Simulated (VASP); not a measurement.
## VASP 6.6.1, r²SCAN single-point calculation, TePb (rocksalt)

INCAR

```
ENCUT = 520
PREC = Accurate
ISMEAR = 0
NBANDS = 17
NSW = 0
ISIF = 2
LCHARG = .FALSE.
LREAL = .FALSE.
LWAVE = .FALSE.
NELM = 120
LASPH = .TRUE.
EDIFF = 1E-7
IBRION = -1
ALGO = Normal
METAGGA = R2SCAN
SIGMA = 0.01
```

KPOINTS

```
KPOINTS created by Atomic Simulation Environment
0
Gamma
8 8 8
0 0 0
```

KPOINTS_OPT

```
special points
6
Reciprocal
0.0000000000 0.0000000000 0.0000000000 1
0.5000000000 0.0000000000 0.5000000000 1
0.5000000000 0.2500000000 0.7500000000 1
0.3750000000 0.3750000000 0.7500000000 1
0.5000000000 0.5000000000 0.5000000000 1
0.6250000000 0.2500000000 0.6250000000 1
```

POSCAR

```
Pb Te
 1.0000000000000000
    -0.0000000000000000    3.2678368440065522    3.2678368440065522
     3.2678368440065522   -0.0000000000000000    3.2678368440065522
     3.2678368440065522    3.2678368440065522    0.0000000000000000
 Pb  Te
   1   1
Cartesian
  0.0000000000000000  0.0000000000000000  0.0000000000000000
  3.2678368440065522  3.2678368440065522  3.2678368440065522
```

VASP ran with the recommended PBE PAW datasets (20 valence electrons in the cell).

Command

```
mpirun -np 1 vasp_std
```

From OUTCAR

```
k-points           NKPTS =     29   k-points in BZ     NKDIM =     29   number of bands    NBANDS=     17

   NELECT =      20.0000    total number of electrons

   dimension x,y,z NGX =    36 NGY =   36 NGZ =   36
   dimension x,y,z NGXF=    72 NGYF=   72 NGZF=   72

  energy-cutoff  :      520.00
  volume of cell :       69.79
      direct lattice vectors                 reciprocal lattice vectors
     0.000000000  3.267836844  3.267836844    -0.153006415  0.153006415  0.153006415
     3.267836844  0.000000000  3.267836844     0.153006415 -0.153006415  0.153006415
     3.267836844  3.267836844  0.000000000     0.153006415  0.153006415 -0.153006415

 k-points in reciprocal lattice and weights: KPOINTS created by Atomic Simulation Env
   0.00000000  0.00000000  0.00000000       0.002
   0.12500000  0.00000000  0.00000000       0.016
   0.25000000  0.00000000  0.00000000       0.016
   0.37500000  0.00000000  0.00000000       0.016
   0.50000000  0.00000000  0.00000000       0.008
   0.12500000  0.12500000  0.00000000       0.012
   0.25000000  0.12500000  0.00000000       0.047
   0.37500000  0.12500000  0.00000000       0.047
   ...

 E-fermi :   5.1999

 k-point     1 :       0.0000    0.0000    0.0000
  band No.  band energies     occupation
      1     -12.2484      2.00000
      2     -12.2484      2.00000
      3     -12.2394      2.00000
      4     -12.2394      2.00000
      5     -12.2394      2.00000
      6      -7.1537      2.00000
      7      -0.6519      2.00000
      8       3.7140      2.00000
      9       3.7140      2.00000
     10       3.7140      2.00000
     11       9.3843      0.00000
     12       9.3843      0.00000
     13       9.3843      0.00000
     14      11.3345      0.00000
     15      11.3345      0.00000
     16      11.3345      0.00000
     17      13.0076      0.00000

 k-point     2 :       0.1250    0.0000    0.0000
  band No.  band energies     occupation
      1     -12.2502      2.00000
      2     -12.2502      2.00000
      3     -12.2390      2.00000
      4     -12.2375      2.00000
      5     -12.2375      2.00000
      6      -7.0195      2.00000
      7      -1.0904      2.00000
      8       3.7556      2.00000
      9       3.7556      2.00000
     10       3.9664      2.00000
     11       8.6437      0.00000
     12       8.7876      0.00000
     13       8.7876      0.00000
     14      11.1775      0.00000
     15      11.6290      0.00000
     16      11.6290      0.00000
     17      14.0057      0.00000

 k-point     3 :       0.2500    0.0000    0.0000
  band No.  band energies     occupation
      1     -12.2551      2.00000
      2     -12.2551      2.00000
      3     -12.2381      2.00000
      4     -12.2322      2.00000
      5     -12.2322      2.00000
      6      -6.6344      2.00000
      7      -2.0730      2.00000
      8       3.8818      2.00000
      9       3.8818      2.00000
     10       4.4379      2.00000
     11       7.4836      0.00000
     12       7.7521      0.00000
     13       7.7521      0.00000
     14      11.4873      0.00000
     15      12.4363      0.00000
     16      12.4363      0.00000
     17      15.8288      0.00000

 k-point     4 :       0.3750    0.0000    0.0000
  band No.  band energies     occupation
      1     -12.2603      2.00000
      2     -12.2603      2.00000
      3     -12.2373      2.00000
      4     -12.2266      2.00000
      5     -12.2266      2.00000
      6      -6.0842      2.00000
      7      -3.1077      2.00000
      8       4.0636      2.00000
      9       4.0636      2.00000
     10       4.8494      2.00000
     11       6.5672      0.00000
     12       6.9120      0.00000
     13       6.9120      0.00000
     14      12.5767      0.00000
     15      13.6703      0.00000
     16      13.6703      0.00000
     17      16.1956      0.00000

 k-point     5 :       0.5000    0.0000    0.0000
  band No.  band energies     occupation
      1     -12.2625      2.00000
      2     -12.2625      2.00000
      3     -12.2371      2.00000
      4     -12.2243      2.00000
      5     -12.2243      2.00000
      6      -5.7321      2.00000
      7      -3.6391      2.00000
      8       4.1673      2.00000
      9       4.1673      2.00000
     10       5.0670      2.00000
     11       6.1603      0.00000
     12       6.5754      0.00000
     13       6.5754      0.00000
     14      13.9753      0.00000
     15      14.6796      0.00000
     16      14.7847      0.00000
     17      14.7847      0.00000

 k-point     6 :       0.1250    0.1250    0.0000
  band No.  band energies     occupation
      1     -12.2544      2.00000
      2     -12.2470      2.00000
      3     -12.2406      2.00000
      4     -12.2362      2.00000
      5     -12.2362      2.00000
      6      -6.9751      2.00000
      7      -1.1552      2.00000
      8       3.4659      2.00000
      9       3.4659      2.00000
     10       4.5058      2.00000
     11       7.5633      0.00000
     12       9.4297      0.00000
     13       9.4297      0.00000
     14      10.5218      0.00000
     15      12.1309      0.00000
     16      12.1309      0.00000
     17      13.4229      0.00000

 k-point     7 :       0.2500    0.1250    0.0000
  band No.  band energies     occupation
      1     -12.2611      2.00000
      2     -12.2485      2.00000
      3     -12.2405      2.00000
      4     -12.2327      2.00000
      5     -12.2313      2.00000
      6      -6.6749      2.00000
      7      -1.8217      2.00000
      8       3.3308      2.00000
      9       3.4104      2.00000
     10       4.6547      2.00000
     11       6.9526      0.00000
     12       8.8855      0.00000
     13       8.9890      0.00000
     14      10.4648      0.00000
     15      12.7891      0.00000
     16      12.9933      0.00000
     17      14.4974      0.00000

 k-point     8 :       0.3750    0.1250    0.0000
  band No.  band energies     occupation
      1     -12.2668      2.00000
      2     -12.2537      2.00000
      3     -12.2383      2.00000
      4     -12.2291      2.00000
      5     -12.2257      2.00000
      6      -6.1767      2.00000
      7      -2.7568      2.00000
      8       3.4064      2.00000
      9       3.5273      2.00000
     10       4.1781      2.00000
     11       7.1403      0.00000
     12       8.0307      0.00000
     13       8.1008      0.00000
     14      11.1461      0.00000
     15      13.8137      0.00000
     16      14.1904      0.00000
     17      15.8492      0.00000

 k-point     9 :       0.5000    0.1250    0.0000
  band No.  band energies     occupation
      1     -12.2682      2.00000
      2     -12.2587      2.00000
      3     -12.2360      2.00000
      4     -12.2265      2.00000
      5     -12.2235      2.00000
      6      -5.7092      2.00000
      7      -3.4784      2.00000
      8       3.2616      2.00000
      9       3.6915      2.00000
     10       4.2024      2.00000
     11       7.0583      0.00000
     12       7.2971      0.00000
     13       7.8815      0.00000
     14      12.4719      0.00000
     15      14.4991      0.00000
     16      14.8934      0.00000
     17      15.2574      0.00000

 k-point    10 :      -0.3750    0.1250    0.0000
  band No.  band energies     occupation
      1     -12.2644      2.00000
      2     -12.2607      2.00000
      3     -12.2357      2.00000
      4     -12.2261      2.00000
      5     -12.2259      2.00000
      6      -5.8281      2.00000
      7      -3.3247      2.00000
      8       2.9230      2.00000
      9       4.0786      2.00000
     10       4.6497      2.00000
     11       6.6217      0.00000
     12       6.8067      0.00000
     13       8.4687      0.00000
     14      12.6389      0.00000
     15      13.5322      0.00000
     16      14.4316      0.00000
     17      15.7900      0.00000

 k-point    11 :      -0.2500    0.1250    0.0000
  band No.  band energies     occupation
      1     -12.2588      2.00000
      2     -12.2575      2.00000
      3     -12.2371      2.00000
      4     -12.2312      2.00000
      5     -12.2284      2.00000
      6      -6.3560      2.00000
      7      -2.4968      2.00000
      8       2.8829      2.00000
      9       4.2695      2.00000
     10       4.8960      2.00000
     11       6.6681      0.00000
     12       6.9095      0.00000
     13       9.1075      0.00000
     14      11.5775      0.00000
     15      12.3585      0.00000
     16      14.2029      0.00000
     17      14.8608      0.00000

 ...

  Total       -0.0051850     -0.0051850     -0.0051850      0.0000000      0.0000000      0.0000000
  in kB       -0.1190276     -0.1190276     -0.1190276      0.0000000      0.0000000      0.0000000
  external PRESSURE =      -0.1190276 kB  Pullay stress =       0.0000000 kB

 POSITION                                       TOTAL-FORCE (eV/Angst)
 -----------------------------------------------------------------------------------
      0.00000      0.00000      0.00000        -0.000000     -0.000000     -0.000000
      3.26784      3.26784      3.26784         0.000000      0.000000      0.000000
 -----------------------------------------------------------------------------------
    total drift:                               -0.000000      0.000000      0.000000

  FREE ENERGIE OF THE ION-ELECTRON SYSTEM (eV)
  ---------------------------------------------------
  free  energy   TOTEN  =       -82.7061157378 eV

  energy  without entropy=      -82.7061157378  energy(sigma->0) =      -82.70611574
```

```
gap between bands v and c : 1.09 eV
least direct gap          : 1.09 eV
pressure                  : 0.0 GPa
```

Band v is the last that the valence electrons fill when counted band by band, and c is the next.

The run took about 98 s on one core of a shared host (Intel Xeon Platinum 8488C) and held 0.23 GiB at most.
